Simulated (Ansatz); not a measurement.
All numbers below come from Ansatz 0.2.0, DFT PBE, scalar-relativistic, plane waves, PAW. All cells share a 420 eV cutoff and Γ-centred k meshes spaced at most about 0.3 Å⁻¹ (about 0.25 or finer for metals, 2π included). No spin polarisation.

All energies are static (0 K, no zero-point motion).

Two relaxed structures of Si₅Ge₂:

A.

```cif
data_structure
_symmetry_space_group_name_H-M 'R32:H'
_symmetry_Int_Tables_number 155
_cell_length_a 6.5783
_cell_length_b 6.5783
_cell_length_c 13.0803
_cell_angle_alpha 90.000
_cell_angle_beta 90.000
_cell_angle_gamma 120.000
_cell_volume 490.20
loop_
_atom_site_label
_atom_site_type_symbol
_atom_site_symmetry_multiplicity
_atom_site_Wyckoff_symbol
_atom_site_fract_x
_atom_site_fract_y
_atom_site_fract_z
_atom_site_occupancy
Si1 Si 6 c 0.33333 0.66667 0.78100 1
Si2 Si 9 d 0.71964 0.71964 0.00000 1
Ge1 Ge 6 c 0.33333 0.66667 0.36639 1
```

B.

```cif
data_structure
_symmetry_space_group_name_H-M 'P4mm'
_symmetry_Int_Tables_number 99
_cell_length_a 3.7079
_cell_length_b 3.7079
_cell_length_c 8.9515
_cell_angle_alpha 90.000
_cell_angle_beta 90.000
_cell_angle_gamma 90.000
_cell_volume 123.07
loop_
_atom_site_label
_atom_site_type_symbol
_atom_site_symmetry_multiplicity
_atom_site_Wyckoff_symbol
_atom_site_fract_x
_atom_site_fract_y
_atom_site_fract_z
_atom_site_occupancy
Si1 Si 2 c 0.50000 0.00000 0.70648 1
Si2 Si 2 c 0.50000 0.00000 0.98058 1
Si3 Si 1 a 0.00000 0.00000 0.17382 1
Ge1 Ge 2 c 0.50000 0.00000 0.41296 1
```

Task: Which is lower in energy, and by how much?

Result: A is lower, by 191 meV/atom. A has space group R32 (No. 155), 23.3 Å³/atom and a gap of 0.72 eV on its mesh; B has space group P4mm (No. 99), 17.6 Å³/atom and no gap. Counting Si atoms around Ge (those within 1.25 times the shortest such distance or 1.15 times the sum of covalent radii), A has Ge 4 and B has Ge 3. The lower one is the more open, so pressure narrows the difference. Even the lower one lies +0.19 eV/atom against the reference forms of the elements (uncorrected), so neither is stable at this level. In A, around Si on a site of symmetry 3 lie 3 Si at 2.37 Å, 1 Ge at 2.43 Å and 1 Si at 2.99 Å; Si on a site of symmetry 2 has 2 Si at 2.37 Å and 2 Ge at 2.43 Å; Ge has 4 Si at 2.43 Å. In B, Si on a site of symmetry 2mm is surrounded by 1 Si at 2.45 Å, 4 Si at 2.62 Å and 1 Ge at 2.63 Å; around Si on a second site of symmetry 2mm lie 7 Si at 2.45–2.62 Å; Ge has 4 Ge at 2.62 Å, 1 Si at 2.63 Å and 2 Si at 2.83 Å; 1 more site not described. Both come from invented guesses.

Kohn–Sham gaps at this level usually fall short of measured ones. Cells relaxed within their symmetry can be saddle points.

The preference for A reflects directional sp³ bonding: every atom has four short bonds, which fill bonding states and leave a gap. B trades these for more numerous, longer contacts and metallic bonding, much as silicon and germanium themselves do when compressed; at zero pressure the closer packing does not repay the lost covalent bonding.

A is nevertheless far from an ideal tetrahedral network. Its coordinates show two threefold-axis Si atoms bridged by three others, a bicyclo[1.1.1]pentane-like Si₅ cage linked through Ge. The 2.99 Å contact runs between the bridgeheads and is better read as a consequence of the cage geometry than as a fifth full bond. The small rings force bond angles well away from tetrahedral, and this strain probably accounts for most of the +0.19 eV/atom. Poor Si–Ge compatibility is an unlikely cause, since the two elements mix readily on the diamond lattice with little energy cost. A diamond-type arrangement of the same composition should therefore lie well below A, so the ordering found here ranks two motifs without identifying the ground state.
